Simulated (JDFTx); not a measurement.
# TaN (Fm-3m) in JDFTx: reference runs

How does TaN come out in PBE? The cell is run as given and disturbed.

Program: JDFTx 1.7.0 (patched build). These are calculated values, not measurements. Logs are shortened: lines on timing, memory, paths and dates and some standing lists are left out, and cuts for length are marked. The log counts tension as positive stress, the text compression.

## (1) The structure

The structure is cubic, space group Fm-3m (No. 225). The conventional cell has a = 4.423 Å, b = 4.423 Å, c = 4.423 Å, α = 90.00°, β = 90.00°, γ = 90.00°. Around Ta (site symmetry m-3m) lie 6 N at 2.21 Å. N (site symmetry m-3m) is surrounded by 6 Ta at 2.21 Å.

The cell comes from a database or a generator and needn't be the stable form of this composition.

## (2) Single point, PBE

File TaN.in:

```
lattice \
    0.0000000000     4.1787948431     4.1787948431 \
    4.1787948431     0.0000000000     4.1787948431 \
    4.1787948431     4.1787948431     0.0000000000
coords-type Lattice
ion Ta     0.5000000000     0.5000000000     0.5000000000 1
ion N      0.0000000000     0.0000000000     0.0000000000 1

ion-species pseudo/Ta.upf
ion-species pseudo/N.upf
elec-cutoff 42 336
elec-ex-corr gga-PBE
kpoint-folding 10 10 10
elec-smearing Fermi 0.0018374661
elec-n-bands 15
electronic-SCF nIterations 100 energyDiffThreshold 1e-09
electronic-minimize nIterations 30 energyDiffThreshold 1e-7
converge-empty-states yes
forces-output-coords Cartesian

dump-name run.$VAR
dump End Ecomponents EigStats BandEigs Kpoints Forces Stress ElecDensity Dtot KEdensity
```

Potentials or basis: PseudoDojo-SR-PBE-0.5-standard.

Started as:

```bash
$ jdftx -c 1 -i TaN.in -o TaN.out
```

Log:

```text
*************** JDFTx 1.7.0 (patched build) ***************

Input parsed successfully to the following command list (including defaults):
[... the input with its defaults ...]

---------- Setting up symmetries ----------

Found 48 point-group symmetries of the bravais lattice
Found 48 space-group symmetries with basis
Applied RMS atom displacement 0 bohrs to make symmetries exact.

---------- Initializing the Grid ----------
R =
[            0      4.17879      4.17879  ]
[      4.17879            0      4.17879  ]
[      4.17879      4.17879            0  ]
unit cell volume = 145.943
G =
[  -0.751794   0.751794   0.751794  ]
[   0.751794  -0.751794   0.751794  ]
[   0.751794   0.751794  -0.751794  ]
Minimum fftbox size, Smin = [  52  52  52  ]
Chosen fftbox size, S = [  54  54  54  ]

---------- Initializing tighter grid for wavefunction operations ----------
R =
[            0      4.17879      4.17879  ]
[      4.17879            0      4.17879  ]
[      4.17879      4.17879            0  ]
unit cell volume = 145.943
G =
[  -0.751794   0.751794   0.751794  ]
[   0.751794  -0.751794   0.751794  ]
[   0.751794   0.751794  -0.751794  ]
Minimum fftbox size, Smin = [  36  36  36  ]
Chosen fftbox size, S = [  36  36  36  ]

---------- Exchange Correlation functional ----------
Initalized PBE GGA exchange.
Initalized PBE GGA correlation.

---------- Setting up pseudopotentials ----------
Width of ionic core gaussian charges (only for fluid interactions / plotting) set to 0

Reading pseudopotential file 'pseudo/Ta.upf':
  'Ta' pseudopotential, 'PBE' functional
  Generated using ONCVPSP code by D. R. Hamann
  13 valence electrons, 4 orbitals, 8 projectors, 1001 radial grid points, with lMax = 3
    5S    l: 0   occupation:  2.0   eigenvalue: -2.682802
    5P    l: 1   occupation:  6.0   eigenvalue: -1.447891
    5D    l: 2   occupation:  3.0   eigenvalue: -0.131962
    6S    l: 0   occupation:  2.0   eigenvalue: -0.200010
  Core radius for overlap checks: 2.22 bohrs.

Reading pseudopotential file 'pseudo/N.upf':
  'N' pseudopotential, 'PBE' functional
  Generated using ONCVPSP code by D. R. Hamann
  5 valence electrons, 2 orbitals, 4 projectors, 1001 radial grid points, with lMax = 1
    2S    l: 0   occupation:  2.0   eigenvalue: -0.682907
    2P    l: 1   occupation:  3.0   eigenvalue: -0.260548
  Core radius for overlap checks: 1.31 bohrs.

Initialized 2 species with 2 total atoms.

Folded 1 k-points by 10x10x10 to 1000 k-points.

---------- Setting up k-points, bands, fillings ----------
Reduced to 47 k-points under symmetry.
Computing the number of bands and number of electrons
Calculating initial fillings.
nElectrons:  18.000000   nBands: 15   nStates: 47

----- Setting up reduced wavefunction bases (one per k-point) -----
average nbasis = 1897.293 , ideal nbasis = 1897.366

---------- Setting up ewald sum ----------
Optimum gaussian width for ewald sums = 1.897936 bohr.
Real space sum over 1331 unit cells with max indices [  5  5  5  ]
Reciprocal space sum over 2197 terms with max indices [  6  6  6  ]

---------- Allocating electronic variables ----------
Initializing wave functions:  linear combination of atomic orbitals
Note: number of bands (15) exceeds available atomic orbitals (14)
Ta pseudo-atom occupations:   s ( 2 2 )  p ( 6 )  d ( 3 )
N pseudo-atom occupations:   s ( 2 )  p ( 3 )
	FillingsUpdate:  mu: +0.793187799  nElectrons: 18.000000
LCAOMinimize: Iter:   0  F: -68.8910738540756853  |grad|_K:  8.825e-03  alpha:  1.000e+00
	FillingsUpdate:  mu: +0.805613273  nElectrons: 18.000000
LCAOMinimize: Iter:   1  F: -69.0226084633237775  |grad|_K:  3.531e-03  alpha:  2.153e-01  linmin: -4.559e-01  cgtest:  9.113e-01
LCAOMinimize: Encountered beta<0, resetting CG.
[... 14 lines of inner loops ...]
LCAOMinimize: 	Predicted alpha/alphaT>3.000000, increasing alphaT to 9.209475e-01.
	FillingsUpdate:  mu: +0.805695560  nElectrons: 18.000000
LCAOMinimize: Iter:   7  F: -69.0439655866363182  |grad|_K:  1.578e-08  alpha:  9.285e-01  linmin:  1.182e-02  cgtest: -2.982e-02
LCAOMinimize: Converged (|Delta F|<1.000000e-06 for 2 iters).

-------- Electronic minimization -----------
Will mix electronic density at each iteration.
	FillingsUpdate:  mu: +0.805695560  nElectrons: 18.000000
	FillingsUpdate:  mu: +0.790027882  nElectrons: 18.000000
SCF: Cycle:  0   F: -69.103964393328184   dF: -6.000e-02   |Residual|: 9.500e-02   |deigs|: 6.888e-02
	FillingsUpdate:  mu: +0.783249388  nElectrons: 18.000000
SCF: Cycle:  1   F: -69.107582743246724   dF: -3.618e-03   |Residual|: 3.272e-02   |deigs|: 1.193e-02
	FillingsUpdate:  mu: +0.780113593  nElectrons: 18.000000
SCF: Cycle:  2   F: -69.108227780646558   dF: -6.450e-04   |Residual|: 1.487e-02   |deigs|: 7.173e-03
	FillingsUpdate:  mu: +0.778518265  nElectrons: 18.000000
SCF: Cycle:  3   F: -69.108295471744228   dF: -6.769e-05   |Residual|: 3.182e-03   |deigs|: 2.680e-03
	FillingsUpdate:  mu: +0.778821439  nElectrons: 18.000000
SCF: Cycle:  4   F: -69.108296964695995   dF: -1.493e-06   |Residual|: 1.028e-03   |deigs|: 5.927e-04
	FillingsUpdate:  mu: +0.778667564  nElectrons: 18.000000
SCF: Cycle:  5   F: -69.108297457502886   dF: -4.928e-07   |Residual|: 2.942e-04   |deigs|: 2.408e-04
	FillingsUpdate:  mu: +0.778685956  nElectrons: 18.000000
SCF: Cycle:  6   F: -69.108297496463479   dF: -3.896e-08   |Residual|: 9.263e-05   |deigs|: 3.128e-05
	FillingsUpdate:  mu: +0.778695663  nElectrons: 18.000000
SCF: Cycle:  7   F: -69.108297499987287   dF: -3.524e-09   |Residual|: 1.554e-05   |deigs|: 1.988e-05
	FillingsUpdate:  mu: +0.778698069  nElectrons: 18.000000
SCF: Cycle:  8   F: -69.108297500431817   dF: -4.445e-10   |Residual|: 8.567e-06   |deigs|: 1.241e-05
	FillingsUpdate:  mu: +0.778697228  nElectrons: 18.000000
SCF: Cycle:  9   F: -69.108297500596208   dF: -1.644e-10   |Residual|: 9.787e-07   |deigs|: 2.873e-05
SCF: Converged (|Delta E|<1.000000e-09 for 2 iters).

Setting wave functions to eigenvectors of Hamiltonian
Converging empty states (this may take a while): |deigs|: 1.836e-05

# Stress tensor in Cartesian coordinates [Eh/a0^3]:
[  5.60993e-05            0            0  ]
[            0  5.60993e-05            0  ]
[            0            0  5.60993e-05  ]

# Ionic positions in lattice coordinates:
ion Ta   0.500000000000000   0.500000000000000   0.500000000000000 1
ion N   0.000000000000000   0.000000000000000   0.000000000000000 1

# Forces in Cartesian coordinates:
force Ta  -0.000000000000000  -0.000000000000000   0.000000000000000 1
force N  -0.000000000000000   0.000000000000000   0.000000000000000 1

# Energy components:
   Eewald =      -61.6881514960489810
       EH =        7.6298930140412402
     Eloc =      -31.5241203404699988
      Enl =        3.6536750663876107
      Exc =      -17.9181748129545788
 Exc_core =        6.4322264134136393
       KE =       24.3065622078315151
-------------------------------------
     Etot =      -69.1080899477995558
       TS =        0.0002075527966529
-------------------------------------
        F =      -69.1082975005962084

IonicMinimize: Iter:   0  F: -69.108297500596208  |grad|_K:  4.082e-42
IonicMinimize: Converged (|grad|_K<1.000000e-04).

#--- Lowdin population analysis ---
# oxidation-state Ta +0.785
# oxidation-state N -0.714

Dumping 'run.eigStats' ...
	eMin: -1.779660 at state 0 ( [ +0.000000 +0.000000 +0.000000 ] spin 0 )
	HOMO: +0.774808 at state 21 ( [ +0.000000 +0.200000 -0.200000 ] spin 0 )
	mu  : +0.778697
	LUMO: +0.779998 at state 38 ( [ +0.100000 +0.300000 -0.300000 ] spin 0 )
	eMax: +1.268395 at state 16 ( [ +0.000000 +0.200000 +0.300000 ] spin 0 )
	HOMO-LUMO gap: +0.005189
	Optical gap  : +0.012455 at state 12 ( [ +0.000000 +0.100000 -0.300000 ] spin 0 )
Done!
[note: the HOMO, LUMO and gaps printed at the end count levels as full or empty at half filling, so they show a gap where a level is partly filled]
```

Wall time 60 s (1 thread of Arm Neoverse V2, shared host); peak memory 0.12 GiB.

Results:

```
Free energy            : -1880.5326 eV
Pressure               : -1.7 GPa
Band gap on the k mesh : none (metal or under the smearing width)
Loewdin charges        : Ta +0.79; N -0.71 e
```

## (3) Single point, PBE (atoms moved at random, drawn with an rms of 0.05 Å)

Edit TaN.in of step 2 so:

```diff
@@ -5,4 +5,4 @@
 coords-type Lattice
-ion Ta     0.5000000000     0.5000000000     0.5000000000 1
-ion N      0.0000000000     0.0000000000     0.0000000000 1
+ion Ta     0.5135260000     0.4842130000     0.5289790000 1
+ion N     -0.0129020000    -0.0147020000     0.0156950000 1
 
@@ -21,2 +21,2 @@
 dump-name run.$VAR
-dump End Ecomponents EigStats BandEigs Kpoints Forces Stress ElecDensity Dtot KEdensity
+dump End Ecomponents EigStats BandEigs Kpoints Forces Stress
```

Potentials or basis: PseudoDojo-SR-PBE-0.5-standard.

Started as:

```bash
$ jdftx -c 1 -i TaN.in -o TaN.out
```

Log:

```text
*************** JDFTx 1.7.0 (patched build) ***************

Input parsed successfully to the following command list (including defaults):
[... the input with its defaults ...]

---------- Setting up symmetries ----------

Found 48 point-group symmetries of the bravais lattice
Found 1 space-group symmetries with basis
Applied RMS atom displacement 0 bohrs to make symmetries exact.

---------- Initializing the Grid ----------
R =
[            0      4.17879      4.17879  ]
[      4.17879            0      4.17879  ]
[      4.17879      4.17879            0  ]
unit cell volume = 145.943
G =
[  -0.751794   0.751794   0.751794  ]
[   0.751794  -0.751794   0.751794  ]
[   0.751794   0.751794  -0.751794  ]
Minimum fftbox size, Smin = [  52  52  52  ]
Chosen fftbox size, S = [  54  54  54  ]

---------- Initializing tighter grid for wavefunction operations ----------
R =
[            0      4.17879      4.17879  ]
[      4.17879            0      4.17879  ]
[      4.17879      4.17879            0  ]
unit cell volume = 145.943
G =
[  -0.751794   0.751794   0.751794  ]
[   0.751794  -0.751794   0.751794  ]
[   0.751794   0.751794  -0.751794  ]
Minimum fftbox size, Smin = [  36  36  36  ]
Chosen fftbox size, S = [  36  36  36  ]

---------- Exchange Correlation functional ----------
Initalized PBE GGA exchange.
Initalized PBE GGA correlation.

---------- Setting up pseudopotentials ----------
[... 65 lines left out ...]
SCF: Cycle:  3   F: -69.106781980294187   dF: -6.513e-05   |Residual|: 3.049e-03   |deigs|: 2.359e-03
	FillingsUpdate:  mu: +0.778213420  nElectrons: 18.000000
SCF: Cycle:  4   F: -69.106785176683644   dF: -3.196e-06   |Residual|: 9.407e-04   |deigs|: 5.245e-04
	FillingsUpdate:  mu: +0.778126667  nElectrons: 18.000000
SCF: Cycle:  5   F: -69.106785805214997   dF: -6.285e-07   |Residual|: 2.326e-04   |deigs|: 1.274e-04
	FillingsUpdate:  mu: +0.778090427  nElectrons: 18.000000
SCF: Cycle:  6   F: -69.106785831908752   dF: -2.669e-08   |Residual|: 2.036e-04   |deigs|: 6.891e-05
	FillingsUpdate:  mu: +0.778118271  nElectrons: 18.000000
SCF: Cycle:  7   F: -69.106785852486851   dF: -2.058e-08   |Residual|: 2.275e-05   |deigs|: 4.686e-05
	FillingsUpdate:  mu: +0.778121446  nElectrons: 18.000000
SCF: Cycle:  8   F: -69.106785852994733   dF: -5.079e-10   |Residual|: 2.554e-05   |deigs|: 8.596e-06
	FillingsUpdate:  mu: +0.778117162  nElectrons: 18.000000
SCF: Cycle:  9   F: -69.106785853436591   dF: -4.419e-10   |Residual|: 7.498e-06   |deigs|: 8.806e-06
SCF: Converged (|Delta E|<1.000000e-09 for 2 iters).

Setting wave functions to eigenvectors of Hamiltonian
Converging empty states (this may take a while): |deigs|: 2.169e-05

# Stress tensor in Cartesian coordinates [Eh/a0^3]:
[  3.39448e-05  5.92042e-06  2.37038e-06  ]
[  5.92042e-06 -5.17947e-05  1.03606e-05  ]
[  2.37038e-06  1.03606e-05   3.3585e-06  ]

# Ionic positions in lattice coordinates:
ion Ta   0.513526000000000   0.484213000000000   0.528979000000000 1
ion N  -0.012902000000000  -0.014702000000000   0.015695000000000 1

# Forces in Cartesian coordinates:
force Ta  -0.003925298670315  -0.012859524632055  -0.008354953700482 1
force N   0.003926373097178   0.012861170461286   0.008357207871338 1

# Energy components:
   Eewald =      -61.6496350410793141
       EH =        7.6699161946111207
     Eloc =      -31.6143861779886350
      Enl =        3.6540255285260113
      Exc =      -17.9222318106954965
 Exc_core =        6.4322264250856778
       KE =       24.3234983422252427
-------------------------------------
     Etot =      -69.1065865393154013
       TS =        0.0001993141211866
-------------------------------------
        F =      -69.1067858534365911

IonicMinimize: Iter:   0  F: -69.106785853436591  |grad|_K:  9.140e-03
IonicMinimize: None of the convergence criteria satisfied after 0 iterations.

#--- Lowdin population analysis ---
# oxidation-state Ta +0.779
# oxidation-state N -0.707

Dumping 'run.eigStats' ...
	eMin: -1.778698 at state 0 ( [ +0.000000 +0.000000 +0.000000 ] spin 0 )
	HOMO: +0.777896 at state 309 ( [ +0.300000 +0.500000 -0.300000 ] spin 0 )
	mu  : +0.778118
	LUMO: +0.778190 at state 349 ( [ +0.300000 -0.100000 -0.300000 ] spin 0 )
	eMax: +1.271020 at state 244 ( [ +0.200000 -0.100000 +0.200000 ] spin 0 )
	HOMO-LUMO gap: +0.000294
	Optical gap  : +0.011949 at state 385 ( [ +0.400000 +0.300000 +0.300000 ] spin 0 )
Done!
```

Wall time 9.7 min (1 thread of Arm Neoverse V2, shared host); peak memory 0.85 GiB.

What came out:

| Quantity | Value |
| --- | --- |
| Free energy | -1880.4914 eV |
| Pressure | 0.1 GPa |
| Largest force | 0.814 eV/Å |
| Band gap on the k mesh | none (metal or under the smearing width) |
| Loewdin charges | Ta +0.78; N -0.71 e |

Forces on the atoms (eV/Å):
```
Ta  -0.202 -0.661 -0.430
N    0.202  0.661  0.430
```

The run has no spin-orbit coupling, so splittings on Ta are missing.
